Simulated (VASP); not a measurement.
# Si2W (P6_222) in VASP: settings compared, part 2 of 3

VASP 6.6.1. The steps go on from the part before.

### Step 3. Chemical shielding, PBE

File INCAR:

```
SYSTEM = Si2W
PREC = Accurate
ENCUT = 520
EDIFF = 1E-8
ISMEAR = 0
SIGMA = 0.02
LREAL = .False.
LASPH = .True.
NELM = 80
ALGO = Normal
ISIF = 2
LWAVE = .False.
LCHARG = .False.
GGA = PE
LCHIMAG = .True.
DQ = 0.001
ICHIBARE = 1
LNMR_SYM_RED = .True.
```

File KPOINTS:

```
Automatic mesh
0
Gamma
  5 5 3
  0 0 0
```

File POSCAR:

```
Si2W
1.0
    4.6168523821      0.0000000000      0.0000000000
   -2.3084261911      3.9983114484      0.0000000000
    0.0000000000      0.0000000000      6.6532220000
W Si
3 6
Direct
    0.5000000000      0.0000000000      0.5000000000
    0.5000000000      0.5000000000      0.8333333333
    0.0000000000      0.5000000000      0.1666666667
    0.3272520000      0.1636260000      0.1666666667
    0.8363740000      0.1636260000      0.8333333333
    0.1636260000      0.3272520000      0.5000000000
    0.6727480000      0.8363740000      0.1666666667
    0.1636260000      0.8363740000      0.8333333333
    0.8363740000      0.6727480000      0.5000000000
```

Potentials or basis: VASP PAW PBE potentials, release 64 (W_sv, Si).

Run with:

```sh
$ cat potpaw_PBE.64/W_sv/POTCAR potpaw_PBE.64/Si/POTCAR > POTCAR
$ mpirun -np 1 vasp_std > vasp.out
```

OUTCAR:

```text
SYSTEM = Si2W
   PREC = Accurate
   ENCUT = 520
   EDIFF = 1E-8
   ISMEAR = 0
   LREAL = .False.
   LASPH = .True.
   NELM = 80
   ISIF = 2
   GGA = PE

 ion  position               nearest neighbor table
   1  0.500  0.000  0.500-   5 2.59   8 2.59   7 2.59   4 2.59   6 2.65   9 2.65   9 2.65   6 2.65
                             6 2.69   9 2.69   3 3.20   3 3.20   2 3.20   2 3.20
   2  0.500  0.500  0.833-   6 2.59   9 2.59   7 2.59   4 2.59   8 2.65   5 2.65   8 2.65   5 2.65
                             8 2.69   5 2.69   1 3.20   1 3.20   3 3.20   3 3.20
   3  0.000  0.500  0.167-   6 2.59   9 2.59   8 2.59   5 2.59   4 2.65   7 2.65   7 2.65   4 2.65
                             7 2.69   4 2.69   1 3.20   1 3.20   2 3.20   2 3.20
   4  0.327  0.164  0.167-   6 2.57   8 2.57   1 2.59   2 2.59   7 2.62   3 2.65   3 2.65   3 2.69
                             7 2.69   7 2.69
   5  0.836  0.164  0.833-   6 2.57   7 2.57   1 2.59   3 2.59   8 2.62   2 2.65   2 2.65   2 2.69
                             8 2.69   8 2.69
   6  0.164  0.327  0.500-   5 2.57   4 2.57   2 2.59   3 2.59   9 2.62   1 2.65   1 2.65   1 2.69
                             9 2.69   9 2.69
   7  0.673  0.836  0.167-   9 2.57   5 2.57   1 2.59   2 2.59   4 2.62   3 2.65   3 2.65   3 2.69
                             4 2.69   4 2.69
   8  0.164  0.836  0.833-   9 2.57   4 2.57   1 2.59   3 2.59   5 2.62   2 2.65   2 2.65   2 2.69
                             5 2.69   5 2.69
   9  0.836  0.673  0.500-   8 2.57   7 2.57   2 2.59   3 2.59   6 2.62   1 2.65   1 2.65   1 2.69
                             6 2.69   6 2.69

  LATTYP: Found a hexagonal cell.
 ALAT       =     4.6168523821
 C/A-ratio  =     1.4410731488

  Lattice vectors:

 A1 = (   4.6168523821,   0.0000000000,   0.0000000000)
 A2 = (  -2.3084261911,   3.9983114484,   0.0000000000)
 A3 = (   0.0000000000,   0.0000000000,   6.6532220000)

Analysis of symmetry for initial positions (statically):
=====================================================================
 Subroutine PRICEL returns:
 Original cell was already a primitive cell.

 Routine SETGRP: Setting up the symmetry group for a
 hexagonal supercell.

 Subroutine GETGRP returns: Found 12 space group operations
 (whereof  4 operations were pure point group operations)
 out of a pool of 24 trial point group operations.

The static configuration has the point symmetry D_2 .
 The point group associated with its full space group is D_6 .

Analysis of symmetry for dynamics (positions and initial velocities):
=====================================================================
 Subroutine PRICEL returns:
 Original cell was already a primitive cell.

 Routine SETGRP: Setting up the symmetry group for a
 hexagonal supercell.

 Subroutine GETGRP returns: Found 12 space group operations
 (whereof  4 operations were pure point group operations)
 out of a pool of 24 trial point group operations.
[... 581 lines left out ...]
  -------------------------------------------------------------------------------------
  Total       -0.2702382     -0.2702382     -0.5782657      0.0000000      0.0000000      0.0000000
  in kB       -3.5253532     -3.5253532     -7.5436826      0.0000000      0.0000000      0.0000000
  external PRESSURE =      -4.8647964 kB  Pullay stress =       0.0000000 kB

 VOLUME and BASIS-vectors are now :
 -----------------------------------------------------------------------------
  energy-cutoff  :      520.00
  volume of cell :      122.82
      direct lattice vectors                 reciprocal lattice vectors
     4.616852382  0.000000000  0.000000000     0.216597785  0.125052790  0.000000000
    -2.308426191  3.998311448  0.000000000     0.000000000  0.250105579  0.000000000
     0.000000000  0.000000000  6.653222000     0.000000000  0.000000000  0.150303116

 POSITION                                       TOTAL-FORCE (eV/Angst)
 -----------------------------------------------------------------------------------
      2.30843      0.00000      3.32661         0.000000     -0.000000      0.000000
      1.15421      1.99916      5.54435         0.000000     -0.000000     -0.000000
     -1.15421      1.99916      1.10887         0.000000     -0.000000     -0.000000
      1.13316      0.65423      1.10887         0.011347      0.006551     -0.000000
      3.48370      0.65423      5.54435        -0.011347      0.006551      0.000000
     -0.00000      1.30846      3.32661        -0.000000      0.013102      0.000000
      1.17527      3.34408      1.10887        -0.011347     -0.006551     -0.000000
     -1.17527      3.34408      5.54435         0.011347     -0.006551      0.000000
      2.30843      2.68986      3.32661         0.000000     -0.013102      0.000000
 -----------------------------------------------------------------------------------
    total drift:                               -0.000000     -0.000000      0.000000

  FREE ENERGIE OF THE ION-ELECTRON SYSTEM (eV)
  ---------------------------------------------------
  free  energy   TOTEN  =       -73.8458818041 eV

  energy  without entropy=      -73.8458818041  energy(sigma->0) =      -73.84588180

------------------------ aborting loop because EDIFF is reached ----------------------------------------

  Approximate magnetic susceptibility, pGv (10^-6 cm^3/mole)
     1       -233.354735          0.000000          0.000000
     2          0.000000       -231.638715          0.000000
     3          0.000000          0.000000       -176.083143
 -------------------------------------------------------------
  Approximate magnetic susceptibility, vGv (10^-6 cm^3/mole)
     1       -249.966035          0.000000          0.000000
     2          0.000000       -245.522827          0.000000
     3          0.000000          0.000000       -172.312847

         principal value                      axis
       (10^-6 cm^3/mole)           x,          y,          z
      --------------------------------------------------------
             -249.966035     -1.0000      0.0000      0.0000
             -245.522827     -0.0000     -1.0000      0.0000
             -172.312847      0.0000      0.0000      1.0000
 -------------------------------------------------------------

 -------------------------------------------------------------
  G=0 CONTRIBUTION TO CHEMICAL SHIELDING (field along BDIR)
  using pGv susceptibility, excluding core contribution
 -------------------------------------------------------------
   BDIR                X                 Y                 Z
 -------------------------------------------------------------
     1         26.431975         -0.000000          0.000000
     2         -0.000000         26.237602          0.000000
     3          0.000000          0.000000         19.944850
 -------------------------------------------------------------

  Core NMR properties

  typ  El   Core shielding (ppm)
 ----------------------------
    1  W     9397.6633124
    2  Si     837.8840492
 ----------------------------

  Core contribution to magnetic susceptibility:    -43.49  10^-6 cm^3/mole
 --------------------------------------------------------------------------

  CSA tensor (J. Mason, Solid State Nucl. Magn. Reson. 2, 285 (1993))
  for chemical shielding  (including the isotropic core contribution)

  BDIR labels direction of applied magnetic field (i.e. B0)
  For BDIR==1, B0 along x-axis, etc.
  Induced field listed along cartesian directions for each BDIR
 ------------------------------------------------------------------------------------------
                 EXCLUDING G=0 CONTRIBUTION              INCLUDING G=0 CONTRIBUTION
 ------------------------------------------------------------------------------------------
  ion  BDIR            X           Y           Z                X           Y           Z
          (   iso_shield        span        skew ) (   iso_shield        span        skew )
 ------------------------------------------------------------------------------------------
    1     1    7386.5629      0.0000      0.0000        7417.9210      0.0000      0.0000
          2       0.0000   5937.4777      0.0000           0.0000   5968.6415      0.0000
          3       0.0000      0.0000   6016.6200           0.0000      0.0000   6041.4909
          (    6446.8869   1449.0851      0.8908 ) (    6476.0178   1449.2795      0.8995 )
[... 36 lines left out ...]
    9     1      22.5337      0.0000     13.5359          53.8918      0.0000     13.5359
          2       0.0000    327.9463      0.0000           0.0000    359.1101      0.0000
          3     -16.5898      0.0000    155.4600         -16.5898      0.0000    180.3310
          (     168.6467    305.4301      0.1293 ) (     197.7777    305.2367      0.1713 )
 ------------------------------------------------------------------------------------------
  IF SPAN.EQ.0, THEN SKEW IS ILL-DEFINED
 ------------------------------------------------------------------------------------------
```

Wall time 25 min (1 thread of AMD EPYC 9R45 (Zen 5), shared host); peak memory 0.5 GiB.

Chemical shielding (ppm):
| atom | isotropic | span | skew |
| --- | --- | --- | --- |
| 1 W | 6476 | 1449 | 0.90 |
| 2 W | 6476 | 1449 | 0.90 |
| 3 W | 6476 | 1449 | 0.90 |
| 4 Si | 198 | 306 | 0.17 |
| 5 Si | 198 | 306 | 0.17 |
| 6 Si | 198 | 305 | 0.17 |
| 7 Si | 198 | 306 | 0.17 |
| 8 Si | 198 | 306 | 0.17 |
| 9 Si | 198 | 305 | 0.17 |

Spin-orbit coupling is left out, which matters for the levels of W.

### Step 4. Berry-phase polarisation, PBE

File INCAR:

```
SYSTEM = Si2W
ALGO = Normal
EDIFF = 1E-6
ENCUT = 520
GGA = PE
ISIF = 2
ISMEAR = 0
LASPH = .True.
LCALCPOL = .True.
LCHARG = .False.
LREAL = .False.
LWAVE = .False.
NELM = 60
PREC = Accurate
SIGMA = 0.02
```

File KPOINTS:

```
k-points
0
Gamma
  5 5 3
  0 0 0
```

POSCAR is that of step 3.

Potentials or basis: VASP PAW PBE potentials, release 64 (W_sv, Si).

Run with:

```sh
$ cat potpaw_PBE.64/W_sv/POTCAR potpaw_PBE.64/Si/POTCAR > POTCAR
$ mpirun -np 1 vasp_std > vasp.out
```

OUTCAR:

```text
SYSTEM = Si2W
   EDIFF = 1E-6
   ENCUT = 520
   GGA = PE
   ISIF = 2
   ISMEAR = 0
   LASPH = .True.
   LREAL = .False.
   NELM = 60
   PREC = Accurate

 ion  position               nearest neighbor table
   1  0.500  0.000  0.500-   5 2.59   8 2.59   7 2.59   4 2.59   6 2.65   9 2.65   9 2.65   6 2.65
                             6 2.69   9 2.69   3 3.20   3 3.20   2 3.20   2 3.20
   2  0.500  0.500  0.833-   6 2.59   9 2.59   7 2.59   4 2.59   8 2.65   5 2.65   8 2.65   5 2.65
                             8 2.69   5 2.69   1 3.20   1 3.20   3 3.20   3 3.20
   3  0.000  0.500  0.167-   6 2.59   9 2.59   8 2.59   5 2.59   4 2.65   7 2.65   7 2.65   4 2.65
                             7 2.69   4 2.69   1 3.20   1 3.20   2 3.20   2 3.20
   4  0.327  0.164  0.167-   6 2.57   8 2.57   1 2.59   2 2.59   7 2.62   3 2.65   3 2.65   3 2.69
                             7 2.69   7 2.69
   5  0.836  0.164  0.833-   6 2.57   7 2.57   1 2.59   3 2.59   8 2.62   2 2.65   2 2.65   2 2.69
                             8 2.69   8 2.69
   6  0.164  0.327  0.500-   5 2.57   4 2.57   2 2.59   3 2.59   9 2.62   1 2.65   1 2.65   1 2.69
                             9 2.69   9 2.69
   7  0.673  0.836  0.167-   9 2.57   5 2.57   1 2.59   2 2.59   4 2.62   3 2.65   3 2.65   3 2.69
                             4 2.69   4 2.69
   8  0.164  0.836  0.833-   9 2.57   4 2.57   1 2.59   3 2.59   5 2.62   2 2.65   2 2.65   2 2.69
                             5 2.69   5 2.69
   9  0.836  0.673  0.500-   8 2.57   7 2.57   2 2.59   3 2.59   6 2.62   1 2.65   1 2.65   1 2.69
                             6 2.69   6 2.69

  LATTYP: Found a hexagonal cell.
 ALAT       =     4.6168523821
 C/A-ratio  =     1.4410731488

  Lattice vectors:

 A1 = (   4.6168523821,   0.0000000000,   0.0000000000)
 A2 = (  -2.3084261911,   3.9983114484,   0.0000000000)
 A3 = (   0.0000000000,   0.0000000000,   6.6532220000)

Analysis of symmetry for initial positions (statically):
=====================================================================
 Subroutine PRICEL returns:
 Original cell was already a primitive cell.

 Routine SETGRP: Setting up the symmetry group for a
 hexagonal supercell.

 Subroutine GETGRP returns: Found 12 space group operations
 (whereof  4 operations were pure point group operations)
 out of a pool of 24 trial point group operations.

The static configuration has the point symmetry D_2 .
 The point group associated with its full space group is D_6 .

Analysis of symmetry for dynamics (positions and initial velocities):
=====================================================================
 Subroutine PRICEL returns:
 Original cell was already a primitive cell.

 Routine SETGRP: Setting up the symmetry group for a
 hexagonal supercell.

 Subroutine GETGRP returns: Found 12 space group operations
 (whereof  4 operations were pure point group operations)
 out of a pool of 24 trial point group operations.

The dynamic configuration has the point symmetry D_2 .
 The point group associated with its full space group is D_6 .

 Subroutine INISYM returns: Found 12 space group operations
 (whereof  4 operations are pure point group operations),
 and found     1 'primitive' translations

----------------------------------------------------------------------------------------

[... 76 lines left out ...]
   dimension x,y,z NGX =    36 NGY =   36 NGZ =   50
   dimension x,y,z NGXF=    72 NGYF=   72 NGZF=  100
   ions per type =               3   6
   NGX,Y,Z   is equivalent  to a cutoff of  12.96, 12.96, 12.49 a.u.
   NGXF,Y,Z  is equivalent  to a cutoff of  25.93, 25.93, 24.99 a.u.
 SYSTEM =  Si2W
   PREC   = accura    normal or accurate (medium, high low for compatibility)
   ISTART =      0    job   : 0-new  1-cont  2-samecut
   ICHARG =      2    charge: 1-file 2-atom 10-const
   ISPIN  =      1    spin polarized calculation?
   LNONCOLLINEAR =      F non collinear calculations
   LSORBIT =      F    spin-orbit coupling
   LASPH  =      T    aspherical Exc in radial PAW
   ENCUT  =  520.0 eV  38.22 Ry    6.18 a.u.   8.58  8.58 12.37*2*pi/ulx,y,z
   NELM   =     60;   NELMIN=  2; NELMDL= -5     # of ELM steps
   EDIFF  = 0.1E-05   stopping-criterion for ELM
   LREAL  =      F    real-space projection
   EDIFFG = 0.1E-04   stopping-criterion for IOM
   NSW    =      0    number of steps for IOM
   IBRION =     -1    ionic relax: 0-MD 1-quasi-New 2-CG
   NFREE  =      0    steps in history (QN), initial steepest desc. (CG)
   ISIF   =      2    stress and relaxation
   ISYM   =      2    0-nonsym 1-usesym 2-fastsym
   POTIM  = 0.5000    time-step for ionic-motion
   TEBEG  =    0.0;   TEEND  =   0.0 temperature during run
   PSTRESS=    0.0 pullay stress
   NELECT =      66.0000    total number of electrons
   NUPDOWN=      -1.0000    fix difference up-down
   EMIN   =  10.00;   EMAX   =-10.00  energy-range for DOS
   EFERMI =   0.00;   METHOD = LEGACY
   ISMEAR =     0;   SIGMA  =   0.02  broadening in eV -4-tet -1-fermi 0-gaus
   EFERMI_NEDOS =   21; number of points for ismear=-14 and -15
   IALGO  =     38    algorithm
   IMIX   =      4    mixing-type and parameters
     AMIX     =   0.40;   BMIX     =  1.00
     AMIX_MAG =   1.60;   BMIX_MAG =  1.00
  volume/ion in A,a.u.               =      13.65        92.09
  Fermi-wavevector in a.u.,A,eV,Ry     =   1.330979  2.515186 24.102797  1.771506
  Thomas-Fermi vector in A             =   2.460025
   LORBIT       =      0    0 simple, 1 ext, 2 COOP (PROOUT), +10 PAW based schemes
   GGA     = PE    functional components
   LHFCALC =     F    Hartree Fock is set to
   AEXX    =    0.0000 exact exchange contribution
   IVDW    =     0    specifies the selected vdW correction
   LEPSILON=     F    determine dielectric tensor
   LRPA    =     F    only Hartree local field effects (RPA)
   LRPA       =     F
 non-spin polarized calculation
 Gauss-broadening in eV      SIGMA  =   0.02
  energy-cutoff  :      520.00
  volume of cell :      122.82
 maximum number of plane-waves:      3343
 NGX is ok and might be reduce to    36
   NGX = 17   NGY = 17   NGZ = 25

 number of electron      66.0000007 magnetization

 Free energy of the ion-electron system (eV)
  ---------------------------------------------------
  ext. energy  EPLUGINS =         0.00000000
  ---------------------------------------------------
  free energy    TOTEN  =       -73.84588181 eV

  energy without entropy =      -73.84588181  energy(sigma->0) =      -73.84588181

 E-fermi :  12.2653     XC(G=0): -12.4682

 val. band max:       12.1128904319   @ k =   0.0000   0.0000   0.3333
 cond. band min:      12.5093614665   @ k =   0.2000   0.2000   0.0000
 fundamental gap:      0.3964710346
 Fermi energy:        12.2652627751

 k-point     1 :       0.0000    0.0000    0.0000
  band No.  band energies     occupation
      1     -61.9874      2.00000
      2     -61.9756      2.00000
      3     -61.9756      2.00000
      4     -26.3505      2.00000
      5     -26.3462      2.00000
      6     -26.3462      2.00000
[... 409 lines left out ...]
     38      14.1555      0.00000
     39      14.2650      0.00000

------------------------ aborting loop because EDIFF is reached ----------------------------------------

            Ionic dipole moment: p[ion]=(   -32.31797   -55.97636   -73.18544 ) |e| Angst

 Total electronic dipole moment: p[elc]=(     0.00000     0.00000    -6.65322 ) |e| Angst

  FORCE on cell =-STRESS in cart. coord.  units (eV):
  Direction    XX          YY          ZZ          XY          YZ          ZX
  --------------------------------------------------------------------------------------
  -------------------------------------------------------------------------------------
  Total       -0.2653788     -0.2653788     -0.5729351      0.0000000      0.0000000      0.0000000
  in kB       -3.4619612     -3.4619612     -7.4741423      0.0000000      0.0000000      0.0000000
  external PRESSURE =      -4.7993549 kB  Pullay stress =       0.0000000 kB

 VOLUME and BASIS-vectors are now :
 -----------------------------------------------------------------------------
  energy-cutoff  :      520.00
  volume of cell :      122.82
      direct lattice vectors                 reciprocal lattice vectors
     4.616852382  0.000000000  0.000000000     0.216597785  0.125052790  0.000000000
    -2.308426191  3.998311448  0.000000000     0.000000000  0.250105579  0.000000000
     0.000000000  0.000000000  6.653222000     0.000000000  0.000000000  0.150303116

 POSITION                                       TOTAL-FORCE (eV/Angst)
 -----------------------------------------------------------------------------------
      2.30843      0.00000      3.32661         0.000000      0.000000      0.000000
      1.15421      1.99916      5.54435         0.000000      0.000000     -0.000000
     -1.15421      1.99916      1.10887         0.000000      0.000000     -0.000000
      1.13316      0.65423      1.10887         0.011358      0.006558      0.000000
      3.48370      0.65423      5.54435        -0.011358      0.006558      0.000000
     -0.00000      1.30846      3.32661        -0.000000      0.013115      0.000000
      1.17527      3.34408      1.10887        -0.011358     -0.006558      0.000000
     -1.17527      3.34408      5.54435         0.011358     -0.006558     -0.000000
      2.30843      2.68986      3.32661         0.000000     -0.013115      0.000000
 -----------------------------------------------------------------------------------
    total drift:                               -0.000000     -0.000000      0.000000

  FREE ENERGIE OF THE ION-ELECTRON SYSTEM (eV)
  ---------------------------------------------------
  free  energy   TOTEN  =       -73.8458818102 eV

  energy  without entropy=      -73.8458818102  energy(sigma->0) =      -73.84588181
```

Run time: 70 s. Hardware: 1 thread of AMD EPYC 9R45 (Zen 5), shared host; peak memory 0.23 GiB.

Dipole moments of the cell (e·Å, modulo the quantum): ionic -32.318, -55.976, -73.185; electronic 0.000, 0.000, -6.653

(Part 2 of 3 ends here.)
